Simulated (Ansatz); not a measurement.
**TiO2: band structure with PBEsol**

The system is TiO2.

```
Ti O
1.0
     4.81270    0.00000    0.00000
     0.00000    4.87188    0.00000
    -0.86289    0.00000    4.96659
Ti O
4 8
Direct
  0.27744 0.05281 0.21315
  0.72256 0.55281 0.28685
  0.72256 0.94719 0.78685
  0.27744 0.44719 0.71315
  0.06384 0.17697 0.85156
  0.93616 0.67697 0.64844
  0.93616 0.82303 0.14844
  0.06384 0.32303 0.35156
  0.44536 0.75763 0.46677
  0.55464 0.25763 0.03323
  0.55464 0.24237 0.53323
  0.44536 0.74237 0.96677
```

The cell comes from a database or a generator and needn't be the stable form of this composition.

```json
{"Program": "Ansatz 0.2.0", "Task": "band structure", "Functional": "PBEsol", "Potentials or basis": "Ansatz PAW", "Cutoff": "420 eV (not typed: the program's choice for these potentials)", "k mesh": "6 × 6 × 6", "Occupations": "fermi-dirac, width 0.05 eV", "Spin": "no spin polarisation", "Path": "[[\"G\", \"Y\", \"H\", \"C\", \"E\", \"M1\", \"A\", \"X\", \"H1\"], [\"M\", \"D\", \"Z\"], [\"Y\", \"D\"]]", "Points for each segment of the path": "10"}
```

```
Pressure                : -3.8 GPa
Largest force           : 0.147 eV/Å
Band gap on the k mesh  : 2.26 eV, indirect (least direct gap 2.33 eV)
Band gap along the path : 2.26 eV, indirect (least direct gap 2.31 eV)
```

Forces in eV/Å, atoms in the order of the input:
```
Ti  -0.013  0.132  0.062
Ti   0.013  0.132 -0.062
Ti   0.013 -0.132 -0.062
Ti  -0.013 -0.132  0.062
O    0.025  0.014 -0.033
O   -0.025  0.014  0.033
O   -0.025 -0.014  0.033
O    0.025 -0.014 -0.033
O    0.043  0.029 -0.017
O   -0.043  0.029  0.017
O   -0.043 -0.029  0.017
O    0.043 -0.029 -0.017
```

Stress tensor (GPa, compression positive):
```
-3.97  0.00 -0.40
 0.00 -3.76  0.00
-0.40  0.00 -3.76
```

Levels at the corners of the path, in eV from the valence-band top:
```
point  band 46  band 47  band 48  band 49  band 50  band 51
    Γ    -0.56    -0.01     0.00     2.42     2.51     2.90
    Y    -1.08    -0.41    -0.41     2.63     2.63     2.84
    H    -0.86    -0.78    -0.43     2.34     2.35     3.14
    C    -1.09    -0.64    -0.64     2.34     2.34     3.26
    E    -1.19    -0.93    -0.93     2.53     2.53     2.88
   M1    -1.19    -0.86    -0.86     2.54     2.54     2.86
    A    -0.97    -0.75    -0.75     2.68     2.68     2.94
    X    -0.73    -0.51    -0.07     2.26     2.84     2.85
   H1    -0.86    -0.78    -0.43     2.34     2.35     3.14
    M    -1.19    -0.86    -0.86     2.54     2.54     2.86
    D    -1.12    -0.84    -0.84     2.66     2.66     2.78
    Z    -0.94    -0.37    -0.37     2.81     2.81     3.16
    Y    -1.08    -0.41    -0.41     2.63     2.63     2.84
    D    -1.12    -0.84    -0.84     2.66     2.66     2.78
```

Run time: 24 s on 4 threads of AMD EPYC 7R43 64-Core Processor (Zen 3), on a shared host, peak memory 0.91 GiB.

Caveat: the pressure holds a Pulay correction of +0.9 GPa for the finite cutoff; the PAW data sets come from PBE, with cores solved anew for the run's functional, which leaves a small shift of forces and pressure.
